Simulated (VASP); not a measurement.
# SnSe (Fm-3m) in VASP: a series of runs

Runs on SnSe. Level: LDA. Tasks: single point.

All numbers are computed with VASP 6.6.1; they aren't measurements. Logs are shortened: lines on timing, memory, paths and dates and some standing lists are left out, and cuts for length are marked.

## (1) The structure

Symmetry: Fm-3m, No. 225, cubic system. Conventional cell: a = 6.020 Å, b = 6.020 Å, c = 6.020 Å, α = 90.00°, β = 90.00°, γ = 90.00°. Around Sn (site symmetry m-3m) lie 6 Se at 3.01 Å. Se (site symmetry m-3m) is surrounded by 6 Sn at 3.01 Å.

Measurements of this composition are mostly on another form, of space group No. 62.

## (2) Single point, LDA

INCAR

```
SYSTEM = SnSe
PREC = Accurate ; ENCUT = 520
EDIFF = 1E-7 ; ISMEAR = 0
SIGMA = 0.05 ; LREAL = .FALSE.
LASPH = .TRUE. ; NELM = 80
ALGO = Fast ; ISIF = 2
LWAVE = .FALSE. ; LCHARG = .FALSE.
GGA = CA ; NBANDS = 17
```

KPOINTS

```
Automatic mesh
0
G
  10 10 10
  0 0 0
```

POSCAR

```
SnSe
1.0
    0.0000000000      3.0100000000      3.0100000000
    3.0100000000      0.0000000000      3.0100000000
    3.0100000000      3.0100000000      0.0000000000
Sn Se
1 1
Direct
    0.0000000000      0.0000000000      0.0000000000
    0.5000000000      0.5000000000      0.5000000000
```

Potentials or basis: VASP PAW LDA potentials, release 64 (Sn_d, Se).

The run is started by

```sh
$ cat potpaw_LDA.64/Sn_d/POTCAR potpaw_LDA.64/Se/POTCAR > POTCAR
$ mpirun -np 1 vasp_std > vasp.out
```

OUTCAR:

```text
SYSTEM = SnSe
   PREC = Accurate
   ENCUT = 520
   EDIFF = 1E-7
   ISMEAR = 0
   LREAL = .FALSE.
   LASPH = .TRUE.
   NELM = 80
   ISIF = 2
   GGA = CA

 ion  position               nearest neighbor table
   1  0.000  0.000  0.000-   2 3.01   2 3.01   2 3.01   2 3.01   2 3.01   2 3.01
   2  0.500  0.500  0.500-   1 3.01   1 3.01   1 3.01   1 3.01   1 3.01   1 3.01

  LATTYP: Found a face centered cubic cell.
 ALAT       =     6.0200000000

  Lattice vectors:

 A1 = (   0.0000000000,   3.0100000000,   3.0100000000)
 A2 = (   3.0100000000,   0.0000000000,   3.0100000000)
 A3 = (   3.0100000000,   3.0100000000,   0.0000000000)

Analysis of symmetry for initial positions (statically):
=====================================================================
 Subroutine PRICEL returns:
 Original cell was already a primitive cell.

 Routine SETGRP: Setting up the symmetry group for a
 face centered cubic supercell.

 Subroutine GETGRP returns: Found 48 space group operations
 (whereof 48 operations were pure point group operations)
 out of a pool of 48 trial point group operations.

The static configuration has the point symmetry O_h .

Analysis of symmetry for dynamics (positions and initial velocities):
=====================================================================
 Subroutine PRICEL returns:
 Original cell was already a primitive cell.

 Routine SETGRP: Setting up the symmetry group for a
 face centered cubic supercell.

 Subroutine GETGRP returns: Found 48 space group operations
 (whereof 48 operations were pure point group operations)
 out of a pool of 48 trial point group operations.

The dynamic configuration has the point symmetry O_h .

 Subroutine INISYM returns: Found 48 space group operations
 (whereof 48 operations are pure point group operations),
 and found     1 'primitive' translations

----------------------------------------------------------------------------------------

                                     Primitive cell

  volume of cell :      54.5418

  direct lattice vectors                    reciprocal lattice vectors
     0.000000000  3.010000000  3.010000000    -0.166112957  0.166112957  0.166112957
     3.010000000  0.000000000  3.010000000     0.166112957 -0.166112957  0.166112957
     3.010000000  3.010000000  0.000000000     0.166112957  0.166112957 -0.166112957

  length of vectors
     4.256782823  4.256782823  4.256782823     0.287716081  0.287716081  0.287716081

  position of ions in fractional coordinates (direct lattice)
     0.000000000  0.000000000  0.000000000
     0.500000000  0.500000000  0.500000000

  ion indices of the primitive-cell ions
   primitive index   ion index
                 1           1
                 2           2

----------------------------------------------------------------------------------------

 KPOINTS: Automatic mesh

Automatic generation of k-mesh.
 Grid dimensions read from file:
 generate k-points for:   10   10   10

 Generating k-lattice:

  Cartesian coordinates                     Fractional coordinates (reciprocal lattice)
    -0.016611296  0.016611296  0.016611296     0.100000000  0.000000000  0.000000000
     0.016611296 -0.016611296  0.016611296     0.000000000  0.100000000  0.000000000
     0.016611296  0.016611296 -0.016611296     0.000000000  0.000000000  0.100000000

  Length of vectors
     0.028771608  0.028771608  0.028771608

  Shift w.r.t. Gamma in fractional coordinates (k-lattice)
     0.000000000  0.000000000  0.000000000

 Subroutine IBZKPT returns following result:
 ===========================================

 Found     47 irreducible k-points:

 Following reciprocal coordinates:
            Coordinates               Weight
  0.000000  0.000000  0.000000      1.000000
  0.100000  0.000000  0.000000      8.000000
  0.200000  0.000000  0.000000      8.000000
  0.300000  0.000000  0.000000      8.000000
  0.400000  0.000000  0.000000      8.000000
  0.500000  0.000000  0.000000      4.000000
[... 16 lines left out ...]
  0.300000  0.300000  0.000000      6.000000
  0.400000  0.300000  0.000000     24.000000
 [... further k-points ...]
   k-points           NKPTS =     47   k-points in BZ     NKDIM =     47   number of bands    NBANDS=     17
   number of dos      NEDOS =    301   number of ions     NIONS =      2
   total plane-waves  NPLWV =  32768
   dimension x,y,z NGX =    32 NGY =   32 NGZ =   32
   dimension x,y,z NGXF=    64 NGYF=   64 NGZF=   64
   ions per type =               1   1
   NGX,Y,Z   is equivalent  to a cutoff of  12.50, 12.50, 12.50 a.u.
   NGXF,Y,Z  is equivalent  to a cutoff of  24.99, 24.99, 24.99 a.u.
 SYSTEM =  SnSe
   PREC   = accura    normal or accurate (medium, high low for compatibility)
   ISTART =      0    job   : 0-new  1-cont  2-samecut
   ICHARG =      2    charge: 1-file 2-atom 10-const
   ISPIN  =      1    spin polarized calculation?
   LNONCOLLINEAR =      F non collinear calculations
   LSORBIT =      F    spin-orbit coupling
   LASPH  =      T    aspherical Exc in radial PAW
   ENCUT  =  520.0 eV  38.22 Ry    6.18 a.u.   7.91  7.91  7.91*2*pi/ulx,y,z
   NELM   =     80;   NELMIN=  2; NELMDL= -5     # of ELM steps
   EDIFF  = 0.1E-06   stopping-criterion for ELM
   LREAL  =      F    real-space projection
   EDIFFG = 0.1E-05   stopping-criterion for IOM
   NSW    =      0    number of steps for IOM
   IBRION =     -1    ionic relax: 0-MD 1-quasi-New 2-CG
   NFREE  =      0    steps in history (QN), initial steepest desc. (CG)
   ISIF   =      2    stress and relaxation
   ISYM   =      2    0-nonsym 1-usesym 2-fastsym
   POTIM  = 0.5000    time-step for ionic-motion
   TEBEG  =    0.0;   TEEND  =   0.0 temperature during run
   PSTRESS=    0.0 pullay stress
   NELECT =      20.0000    total number of electrons
   NUPDOWN=      -1.0000    fix difference up-down
   EMIN   =  10.00;   EMAX   =-10.00  energy-range for DOS
   EFERMI =   0.00;   METHOD = LEGACY
   ISMEAR =     0;   SIGMA  =   0.05  broadening in eV -4-tet -1-fermi 0-gaus
   EFERMI_NEDOS =   21; number of points for ismear=-14 and -15
   IALGO  =     68    algorithm
   IMIX   =      4    mixing-type and parameters
     AMIX     =   0.40;   BMIX     =  1.00
     AMIX_MAG =   1.60;   BMIX_MAG =  1.00
  volume/ion in A,a.u.               =      27.27       184.03
  Fermi-wavevector in a.u.,A,eV,Ry     =   1.171768  2.214321 18.681350  1.373040
  Thomas-Fermi vector in A             =   2.308207
   LORBIT       =      0    0 simple, 1 ext, 2 COOP (PROOUT), +10 PAW based schemes
   GGA     = CA    functional components
   LHFCALC =     F    Hartree Fock is set to
   AEXX    =    0.0000 exact exchange contribution
   IVDW    =     0    specifies the selected vdW correction
   LEPSILON=     F    determine dielectric tensor
   LRPA    =     F    only Hartree local field effects (RPA)
 non-spin polarized calculation
 RMM-DIIS sequential band-by-band and
 Gauss-broadening in eV      SIGMA  =   0.05
  energy-cutoff  :      520.00
  volume of cell :       54.54
 maximum number of plane-waves:      1479
   NGX = 15   NGY = 15   NGZ = 15

 number of electron      20.0000006 magnetization

 Free energy of the ion-electron system (eV)
  ---------------------------------------------------
  ext. energy  EPLUGINS =         0.00000000
  ---------------------------------------------------
  free energy    TOTEN  =        -9.46841191 eV

  energy without entropy =       -9.46841191  energy(sigma->0) =       -9.46841191

 E-fermi :   5.5648     XC(G=0):  -9.8811

 val. band max:        5.3272230359   @ k =   0.5000   0.0000   0.0000
 cond. band min:       5.8476922409   @ k =  -0.4000   0.1000   0.0000
 fundamental gap:      0.5204692050
 Fermi energy:         5.5648342698

 k-point     1 :       0.0000    0.0000    0.0000
  band No.  band energies     occupation
      1     -16.0699      2.00000
      2     -16.0699      2.00000
      3     -16.0681      2.00000
      4     -16.0681      2.00000
      5     -16.0681      2.00000
      6      -8.4405      2.00000
[... 9 lines left out ...]
     16      11.2888      0.00000
     17      13.6168      0.00000

 k-point     2 :       0.1000    0.0000    0.0000
  band No.  band energies     occupation
      1     -16.0705      2.00000
      2     -16.0705      2.00000
      3     -16.0678      2.00000
      4     -16.0670      2.00000
      5     -16.0670      2.00000
      6      -8.3697      2.00000
[... 9 lines left out ...]
     16      11.5313      0.00000
     17      14.3190      0.00000

 k-point     3 :       0.2000    0.0000    0.0000
  band No.  band energies     occupation
      1     -16.0724      2.00000
      2     -16.0724      2.00000
      3     -16.0672      2.00000
      4     -16.0638      2.00000
      5     -16.0638      2.00000
      6      -8.1703      2.00000
[... 9 lines left out ...]
     16      12.1656      0.00000
     17      15.8442      0.00000

 k-point     4 :       0.3000    0.0000    0.0000
  band No.  band energies     occupation
      1     -16.0749      2.00000
      2     -16.0749      2.00000
      3     -16.0664      2.00000
      4     -16.0597      2.00000
      5     -16.0597      2.00000
      6      -7.8882      2.00000
[... 9 lines left out ...]
     16      13.1479      0.00000
     17      17.6228      0.00000
[... 343 lines left out ...]
      1     -16.0755      2.00000
      2     -16.0744      2.00000
      3     -16.0655      2.00000
      4     -16.0615      2.00000
      5     -16.0584      2.00000
      6      -7.7940      2.00000
[... 9 lines left out ...]
     16      14.8060      0.00000
     17      15.2274      0.00000

 k-point    23 :       0.3000    0.3000    0.0000
  band No.  band energies     occupation
      1     -16.0866      2.00000
      2     -16.0725      2.00000
      3     -16.0648      2.00000
      4     -16.0564      2.00000
      5     -16.0564      2.00000
      6      -7.7097      2.00000
[... 9 lines left out ...]
     16      15.6009      0.00000
     17      15.6110      0.00000

 k-point    24 :       0.4000    0.3000    0.0000
  band No.  band energies     occupation
      1     -16.0902      2.00000
      2     -16.0723      2.00000
      3     -16.0650      2.00000
      4     -16.0544      2.00000
      5     -16.0536      2.00000
      6      -7.5047      2.00000
[... 9 lines left out ...]
     16      16.0483      0.00000
     17      16.7819      0.00000

 [... further k-points ...]

------------------------ aborting loop because EDIFF is reached ----------------------------------------

  FORCE on cell =-STRESS in cart. coord.  units (eV):
  Direction    XX          YY          ZZ          XY          YZ          ZX
  --------------------------------------------------------------------------------------
  -------------------------------------------------------------------------------------
  Total       -1.0800277     -1.0800277     -1.0800277      0.0000000     -0.0000000      0.0000000
  in kB      -31.7260485    -31.7260485    -31.7260485      0.0000000     -0.0000000      0.0000000
  external PRESSURE =     -31.7260485 kB  Pullay stress =       0.0000000 kB

 VOLUME and BASIS-vectors are now :
 -----------------------------------------------------------------------------
  energy-cutoff  :      520.00
  volume of cell :       54.54
      direct lattice vectors                 reciprocal lattice vectors
     0.000000000  3.010000000  3.010000000    -0.166112957  0.166112957  0.166112957
     3.010000000  0.000000000  3.010000000     0.166112957 -0.166112957  0.166112957
     3.010000000  3.010000000  0.000000000     0.166112957  0.166112957 -0.166112957

 POSITION                                       TOTAL-FORCE (eV/Angst)
 -----------------------------------------------------------------------------------
      0.00000      0.00000      0.00000        -0.000000      0.000000      0.000000
      3.01000      3.01000      3.01000         0.000000     -0.000000      0.000000
 -----------------------------------------------------------------------------------
    total drift:                                0.000000     -0.000000     -0.000000

  FREE ENERGIE OF THE ION-ELECTRON SYSTEM (eV)
  ---------------------------------------------------
  free  energy   TOTEN  =        -9.4684119075 eV

  energy  without entropy=       -9.4684119075  energy(sigma->0) =       -9.46841191
```

Run time: 42 s. Hardware: 1 thread of Intel Xeon Platinum 8259CL at 2.50GHz (Skylake/Cascade Lake), shared host; peak memory 0.18 GiB.

Results:

* Free energy: -9.4684 eV
* Pressure: -3.2 GPa
* Band gap on the k mesh: 0.52 eV, indirect (least direct gap 0.63 eV)

Caveat: spin-orbit coupling is left out, which moves the levels of the heavy elements. A k mesh can miss the band edges.

## (3) Single point, LDA

INCAR

```
  PREC = Accurate
  ENCUT = 520
  EDIFF = 1E-7
  ISMEAR = 0
  SIGMA = 0.05
  LREAL = F
  LASPH = T
  NELM = 80
  ALGO = Normal
  ISIF = 2
  LWAVE = F
  LCHARG = F
  NBANDS = 17
```

KPOINTS

```
regular mesh
0
Gamma
  8 8 8
```

POSCAR is that of step 2.

Potentials or basis: VASP PAW LDA potentials, release 64 (Sn_d, Se).

The run is started by

```sh
$ cat potpaw_LDA.64/Sn_d/POTCAR potpaw_LDA.64/Se/POTCAR > POTCAR
$ mpirun -np 1 vasp_std > vasp.out
```

Run time: 20 s. Hardware: 1 thread of Intel Xeon Platinum 8259CL at 2.50GHz (Skylake/Cascade Lake), shared host; peak memory 0.16 GiB.

It converged, with:

```yaml
Free_energy: -9.4749 eV
Pressure: -3.3 GPa
Band_gap_on_the_k_mesh: 0.63 eV, direct
```

Levels at points of the mesh, in eV from the valence-band top:
| k point | band 8 | band 9 | band 10 | band 11 | band 12 | band 13 |
| --- | --- | --- | --- | --- | --- | --- |
| (0.00, 0.00, 0.00) | -2.07 | -2.07 | -2.07 | 4.32 | 4.32 | 4.32 |
| (0.50, 0.00, 0.00) | -1.81 | -1.81 | 0.00 | 0.63 | 1.28 | 1.28 |
| (0.50, 0.50, 0.00) | -5.37 | -3.53 | -3.53 | 3.08 | 5.35 | 5.35 |

Caveat: spin-orbit coupling is left out, which moves the levels of the heavy elements.
